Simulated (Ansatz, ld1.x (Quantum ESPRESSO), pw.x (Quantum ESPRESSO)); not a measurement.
# pw.x on bcc Ru: one setting changed

Potential: PAW, ld1.x (Quantum ESPRESSO) 7.5, PBE; core [Ar] 3d10, reference 4s2 4p6 4d7 5s0 5p0; waves: 4s (bound): rcut 1.30, rcutus 1.50 bohr; 5s (bound, empty): rcut 1.30, rcutus 1.50 bohr; 4p (bound): rcut 1.70, rcutus 1.80 bohr; 5p (bound, empty): rcut 1.70, rcutus 1.80 bohr; 4d (bound): rcut 1.70, rcutus 2.00 bohr; 4d channel at -0.35 Ry: rcut 1.70, rcutus 2.00 bohr; local part: all-electron potential smoothed inside 1.75 bohr (lloc = -2); core correction: Bessel-smoothed model core inside 0.86 bohr; augmentation: BESSEL, radius 1.45 bohr.

The reference run (k-mesh 15³, cutoffs 60/480 Ry, Fermi–Dirac 0.01 Ry, mixing_beta 0.4, conv_thr 1e-9, no spin) gives 3.43 GPa at 14.192 Å³/atom, where all-electron LAPW gives 1.63 GPa. This run, with its own iteration cap, changes mixing_beta to 0.05.

```
&control
  calculation='scf', prefix='x', pseudo_dir='./', outdir='./tmp', tstress=.true., disk_io='none'
/
&system
  ibrav=0, nat=1, ntyp=1, ecutwfc=60, ecutrho=480, nbnd=16,
  occupations='smearing', smearing='fd', degauss=0.01
/
&electrons
  conv_thr=1e-09, mixing_beta=0.05, electron_maxstep=60
/
ATOMIC_SPECIES
Ru 1.0 Ru.UPF
CELL_PARAMETERS angstrom
  -1.52520377 1.52520377 1.52520377
  1.52520377 -1.52520377 1.52520377
  1.52520377 1.52520377 -1.52520377
ATOMIC_POSITIONS crystal
Ru 0.0000 0.0000 0.0000
K_POINTS automatic
15 15 15 0 0 0
```

```bash
pw.x < Ru.scf.in > Ru.scf.out
```

Problem. How does the run end?

Solution. It converges in 30 iterations; the free energy moves by +0.0 meV/atom and the pressure by -0.01 GPa. The result is that of the reference run.

```
Message from routine setup:
     using ibrav=0 with symmetry is DISCOURAGED, use correct ibrav instead
     lattice parameter (alat)  =       4.9921  a.u.
     unit-cell volume          =      95.7724 (a.u.)^3
     number of electrons       =        16.00
     number of Kohn-Sham states=           16
     kinetic-energy cutoff     =      60.0000  Ry
     charge density cutoff     =     480.0000  Ry
     scf convergence threshold =      1.0E-09
     Exchange-correlation= SLA  PW   PBX  PBC
     number of k points=   120  Fermi-Dirac smearing, width (Ry)=  0.0100
     iteration #  1     ecut=    60.00 Ry     beta= 0.05
     total energy              =    -432.23624318 Ry
     estimated scf accuracy    <       2.23918963 Ry
     iteration #  2     ecut=    60.00 Ry     beta= 0.05
     total energy              =    -431.17061064 Ry
     estimated scf accuracy    <       1.82442085 Ry
     iteration #  3     ecut=    60.00 Ry     beta= 0.05
     total energy              =    -431.59907660 Ry
     estimated scf accuracy    <       0.04324481 Ry
     [... 24 iterations left out ...]
     iteration # 28     ecut=    60.00 Ry     beta= 0.05
     total energy              =    -431.62848854 Ry
     estimated scf accuracy    <          7.1E-09 Ry
     iteration # 29     ecut=    60.00 Ry     beta= 0.05
     total energy              =    -431.62848859 Ry
     estimated scf accuracy    <          1.3E-09 Ry
     iteration # 30     ecut=    60.00 Ry     beta= 0.05
     the Fermi energy is    22.0377 ev
!    total energy              =    -431.62848893 Ry
     estimated scf accuracy    <          1.3E-11 Ry
     smearing contrib. (-TS)   =      -0.00879793 Ry
     The total energy is F=E-TS. E is the sum of the following terms:
     one-electron contribution =     -32.47284729 Ry
     hartree contribution      =      33.58891617 Ry
     xc contribution           =     -44.85643997 Ry
     ewald contribution        =    -161.61927271 Ry
     one-center paw contrib.   =    -226.26004720 Ry
     convergence has been achieved in  30 iterations
          total   stress  (Ry/bohr**3)                   (kbar)     P=       34.26
     Message from routine punch:
     Nothing written, as per user request (disk_io='none')
```

The run took about 61 s on one core of a shared host (Neoverse-V1, 32 threads, 247 GiB, load 16).
